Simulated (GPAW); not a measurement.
# GaAs (F-43m) in GPAW: a series of runs, part 2 of 2

GPAW 26.7.0.

## Step 4: Band structure, LDA

Input file run.py:

```python
from ase import Atoms
from ase.dft.bandgap import bandgap
from ase.io import write
from ase.units import GPa
from gpaw import GPAW, PW

atoms = Atoms(['As', 'Ga'],
              cell=[[0.0, 2.82685, 2.82685],
                    [2.82685, 0.0, 2.82685],
                    [2.82685, 2.82685, 0.0]],
              scaled_positions=[[0.75, 0.75, 0.75],
                                [0.0, 0.0, 0.0]],
              pbc=True)

calc = GPAW(mode=PW(600),
            xc='LDA',
            kpts={'size': (8, 8, 8), 'gamma': True},
            occupations={'name': 'fermi-dirac', 'width': 0.05},
            nbands=11,
            convergence={'density': 1e-05, 'energy': 1e-05},
            maxiter=150,
            txt='gpaw.txt')
atoms.calc = calc
energy = atoms.get_potential_energy()
forces = atoms.get_forces()
stress = atoms.get_stress()
calc.write('gs.gpw')
write('result.traj', atoms)
print(f'Energy: {energy:.6f} eV')
print('Forces (eV/A):')
print(forces.round(4))
print('Stress (GPa):', (stress / GPa).round(3))
print('Fermi level:', round(calc.get_fermi_level(), 4), 'eV')
print(f'Gap: {bandgap(calc)[0]:.4f} eV, direct: {bandgap(calc, direct=True)[0]:.4f} eV')

path = atoms.cell.bandpath('GXWKGLUWLK,UX', npoints=80, eps=1e-4)
bs_calc = calc.fixed_density(kpts=path, symmetry='off', nbands=21,
                             convergence={'bands': 'CBM+6.0', 'eigenstates': 1e-6}, txt='bands.txt')
bs = bs_calc.band_structure()
bs.write('bs.json')
print(f'Gap on the path: {bandgap(bs_calc)[0]:.4f} eV')
```

Potentials or basis: the program's PAW data sets (release 1.2.1) made for this functional, pw.

On the command line:

```console
> OMP_NUM_THREADS=1 python run.py
```

Wall time 23 s (1 thread of Arm Neoverse V2, shared host); peak memory 0.23 GiB.

It converged, with:

```yaml
Free_energy: -9.6099 eV
Pressure: -0.9 GPa
Band_gap_on_the_k_mesh: 0.36 eV, direct
Band_gap_along_the_path: 0.36 eV, direct
```

Levels at the corners of the path, in eV from the valence-band top:
```csv
point,band 2,band 3,band 4,band 5,band 6,band 7
Γ,0.00,0.00,0.00,0.36,3.72,3.72
X,-6.85,-2.67,-2.67,1.36,1.58,10.10
W,-6.65,-3.57,-3.35,4.59,4.66,5.35
K,-6.66,-3.88,-2.25,1.88,4.59,7.88
Γ,0.00,0.00,0.00,0.36,3.72,3.72
L,-6.66,-1.14,-1.14,0.89,4.63,4.63
U,-6.66,-3.88,-2.25,1.88,4.59,7.88
W,-6.65,-3.57,-3.35,4.59,4.66,5.35
L,-6.66,-1.14,-1.14,0.89,4.63,4.63
K,-6.66,-3.88,-2.25,1.88,4.59,7.88
U,-6.66,-3.88,-2.25,1.88,4.59,7.88
X,-6.85,-2.67,-2.67,1.36,1.58,10.10
```

## Step 5: Band structure, PBEsol

run.py, as its differences from that of step 4:

```diff
@@ -4,3 +4,5 @@
 from ase.units import GPa
-from gpaw import GPAW, PW
+from gpaw import GPAW, PW, setup_paths
+
+setup_paths.insert(0, '.')
 
@@ -15,3 +17,3 @@
 calc = GPAW(mode=PW(600),
-            xc='LDA',
+            xc='PBEsol',
             kpts={'size': (8, 8, 8), 'gamma': True},
@@ -35,3 +37,3 @@
 
-path = atoms.cell.bandpath('GXWKGLUWLK,UX', npoints=80, eps=1e-4)
+path = atoms.cell.bandpath('GXWKGLUWLK,UX', npoints=60, eps=1e-4)
 bs_calc = calc.fixed_density(kpts=path, symmetry='off', nbands=21,
```

Potentials or basis: PAW data sets generated in the run's folder for this functional, pw.

On the command line:

```console
> gpaw-setup -f PBEsol As Ga
> OMP_NUM_THREADS=1 python run.py
```

gpaw.txt:

```text
__  _  _
 | _ |_)|_||  |
 |__||  | ||/\| - 26.7.0

Input parameters:
  mode=PW(ecut=600.0),
  convergence={'density': 1e-05, 'energy': 1e-05},
  kpts=MonkhorstPack(size=(8, 8, 8), gamma=True),
  maxiter=150,
  nbands=11,
  occupations=Occupations(name='fermi-dirac', width=0.05),
  xc=XC(name='PBEsol')

Diagonalizing LCAO Hamiltonian
Converting LCAO to pw mode

                    As

       Ga

Atoms  # Å, Bohr magnetons
|   | symbol |        x |        y |        z |    initial magnetic moments |
|---|--------|----------|----------|----------|-----------------------------|
| 0 |     As | 4.240275 | 4.240275 | 4.240275 | ( 0.0000,  0.0000,  0.0000) |
| 1 |     Ga | 0.000000 | 0.000000 | 0.000000 | ( 0.0000,  0.0000,  0.0000) |

Unit cell  # Å
| periodic |        x |        y |        z |  lengths |    angles |
|----------|----------|----------|----------|----------|-----------|
|      yes | 0.000000 | 2.826850 | 2.826850 | 3.997770 | 60.000000 |
|      yes | 2.826850 | 0.000000 | 2.826850 | 3.997770 | 60.000000 |
[... 177 lines left out ...]
Energy contributions:
  Kinetic:          25.528347
  Coulomb:         -22.702370
  Zero:              0.012326
  External:          0.000000
  Xc:              -11.889813
  Entropy:          -0.000025
  Spinorbit:         0.000000
  ----------------------------
  Free energy:      -9.051535
  Extrapolated:     -9.051522

dipole moment: (-10.962240, -10.962240, -10.962240)  # |e|*Ang

Fermi level: 5.076
Eigenvalues  # (at kpt = [0.000, 0.000, 0.000])
| band index |      eig [eV] | occ [0-2] |
|------------|---------------|-----------|
|          0 |        -7.932 |     2.000 |
|          1 |         4.790 |     1.994 |
|          2 |         4.790 |     1.994 |
|          3 |         4.790 |     1.994 |
|          4 |         5.305 |     0.021 |
|          5 |         8.526 |     0.000 |
|          6 |         8.526 |     0.000 |
|          7 |         8.526 |     0.000 |
|          8 |        12.257 |     0.000 |
|          9 |        14.863 |     0.000 |
|         10 |        14.864 |     0.000 |

Gap: 0.515 eV
Transition (v -> c):
  (s=0, k=0, n=3, [0.00, 0.00, 0.00]) -> (s=0, k=0, n=4, [0.00, 0.00, 0.00])
No difference between direct/indirect transitions

Forces  # eV/Ang
|        x |       y |       z |
|----------|---------|---------|
|  0.00000 | 0.00000 | 0.00000 |  # As   0
| -0.00000 | 0.00000 | 0.00000 |  # Ga   1

Stress tensor  # eV/Ang^3
|         x |         y |         z |
|-----------|-----------|-----------|
| -0.008091 |  0.000000 |  0.000000 |
|  0.000000 | -0.008091 |  0.000000 |
|  0.000000 |  0.000000 | -0.008091 |

# Writing to gs.gpw (mode='')
```

stdout:

```text
Energy: -9.051522 eV
Forces (eV/A):
[[ 0.  0.  0.]
 [-0.  0.  0.]]
Stress (GPa): [-1.296 -1.296 -1.296  0.     0.     0.   ]
Fermi level: 5.0763 eV
Gap: 0.5148 eV, direct: 0.5148 eV
Gap on the path: 0.5148 eV
```

bands.txt:

```text
Diagonalizing LCAO Hamiltonian
Converting LCAO to pw mode
convergence criteria:
- Maximum integral of absolute [eigenst]ate change: 1e-06 eV^2 / valence electron
maximum number of iterations: 150

SCF iterations
|iter     | |      energy | eigst |  dens |
|---------|-|-------------|-------|-------|
|iter:   1| |             | +0.28 |       |
[... 64 lines left out ...]
         [0.41071429, 0.41071429, 0.67857143],
         [0.39285714, 0.39285714, 0.71428571],
         [0.375     , 0.375     , 0.75      ],
         [0.625     , 0.25      , 0.625     ],
         [0.59375   , 0.1875    , 0.59375   ],
         [0.5625    , 0.125     , 0.5625    ],
         [0.53125   , 0.0625    , 0.53125   ],
         [0.5       , 0.        , 0.5       ]])),
  maxiter=150,
  nbands=21,
  occupations=Occupations(name='fermi-dirac', width=0.05),
  symmetry=Symmetry(point_group=False, time_reversal=False),
  xc=XC(name='PBEsol')
```

It took 21 s on 1 thread of Arm Neoverse V2, shared host; peak memory 0.21 GiB.

Results:

```yaml
Free_energy: -9.0515 eV
Pressure: 1.3 GPa
Band_gap_on_the_k_mesh: 0.51 eV, direct
Band_gap_along_the_path: 0.51 eV, direct
```

Levels at the corners of the path, in eV from the valence-band top:
```tsv
point	band 1	band 2	band 3	band 4	band 5	band 6	band 7	band 8
Γ	-12.72	0.00	0.00	0.00	0.51	3.74	3.74	3.74
X	-10.36	-6.81	-2.68	-2.68	1.36	1.60	10.18	10.18
W	-10.31	-6.61	-3.58	-3.36	4.65	4.65	5.40	5.98
K	-10.40	-6.62	-3.90	-2.26	1.89	4.61	7.94	8.08
Γ	-12.72	0.00	0.00	0.00	0.51	3.74	3.74	3.74
L	-11.08	-6.65	-1.14	-1.14	0.97	4.62	4.62	7.62
U	-10.40	-6.62	-3.90	-2.26	1.89	4.61	7.94	8.08
W	-10.31	-6.61	-3.58	-3.36	4.65	4.65	5.40	5.98
L	-11.08	-6.65	-1.14	-1.14	0.97	4.62	4.62	7.62
K	-10.40	-6.62	-3.90	-2.26	1.89	4.61	7.94	8.08
U	-10.40	-6.62	-3.90	-2.26	1.89	4.61	7.94	8.08
X	-10.36	-6.81	-2.68	-2.68	1.36	1.60	10.18	10.18
```

## Step 6: The runs side by side

```csv
level,potentials or basis,spin,k mesh,band points,spin axis theta (degrees),spin axis phi (degrees),soc after scf,gap on the mesh (eV),pressure (GPa)
PBE,"GPAW PAW data sets (gpaw-data 1.2.1), pw",off,8 × 8 × 8,80,-,-,-,0.59,4.3
PBE,"GPAW PAW data sets (gpaw-data 1.2.1), pw","SOC, no magnetisation",6 × 6 × 6,60,0,0,second variation,0.47,4.3
LDA,"the program's PAW data sets (release 1.2.1) made for this functional, pw",off,8 × 8 × 8,80,-,-,-,0.36,-0.9
PBEsol,"PAW data sets generated in the run's folder for this functional, pw",off,8 × 8 × 8,60,-,-,-,0.51,1.3
```

Alike in all rows: task band structure; cell as given; cutoff (eV) 600; smearing fermi-dirac 0.05 eV.

Caveats: spin-orbit coupling was added after a scalar SCF, so levels and gaps hold it while energy, forces, pressure and moments don't (some runs); this program's spin-orbit splittings come out too wide for heavy elements (some runs).

Total energies depend on the potentials used, so only differences within one code and one set of settings carry meaning.

## Step 7: How close it comes

Step 2. Measured gap of GaAs: 1.412 eV (direct; 300 K; “Evidence of valence band perturbations in GaAsN/GaAs(001): A combined variable-angle spectroscopic ellipsometry and modulated photoreflectance investigation”, 2008, arxiv:0805.2212). This calculation gives 0.59 eV (-0.83 eV). 3 values of this kind are on record (1.412 to 1.51 eV); this one was drawn at random among those near their median, those with a stated uncertainty first. Spin-orbit coupling on As, Ga is left out. The value is that of PBE, without temperature or zero-point motion. Semilocal functionals fall short of measured gaps as a rule.

Step 3. A measured gap of GaAs is 1.412 eV (direct; 300 K; “Evidence of valence band perturbations in GaAsN/GaAs(001): A combined variable-angle spectroscopic ellipsometry and modulated photoreflectance investigation”, 2008, arxiv:0805.2212); the calculated 0.47 eV misses it by -0.94 eV. 3 values of this kind are on record (1.412 to 1.51 eV); this one was drawn at random among those near their median, those with a stated uncertainty first. The value is that of PBE, without temperature or zero-point motion. Semilocal functionals fall short of measured gaps as a rule.

Step 4. Against the measured gap of GaAs, 1.418 eV (direct; 300 K; “Evidence of valence band perturbations in GaAsN/GaAs(001): A combined variable-angle spectroscopic ellipsometry and modulated photoreflectance investigation”, 2008, arxiv:0805.2212), the calculated 0.36 eV is off by -1.06 eV. So large a miss can be the level of theory's own, or it may mean another phase, state or a wrong row. 3 values of this kind are on record (1.412 to 1.51 eV); this one was drawn at random among those near their median, those with a stated uncertainty first. Spin-orbit coupling on As, Ga is left out. The value is that of LDA, without temperature or zero-point motion. Semilocal functionals fall short of measured gaps as a rule.

Step 5. Against the measured gap of GaAs, 1.412 eV (direct; 300 K; “Evidence of valence band perturbations in GaAsN/GaAs(001): A combined variable-angle spectroscopic ellipsometry and modulated photoreflectance investigation”, 2008, arxiv:0805.2212), the calculated 0.51 eV is off by -0.90 eV. 3 values of this kind are on record (1.412 to 1.51 eV); this one was drawn at random among those near their median, those with a stated uncertainty first. Spin-orbit coupling on As, Ga is left out. The value is that of PBEsol, without temperature or zero-point motion. Semilocal functionals fall short of measured gaps as a rule.
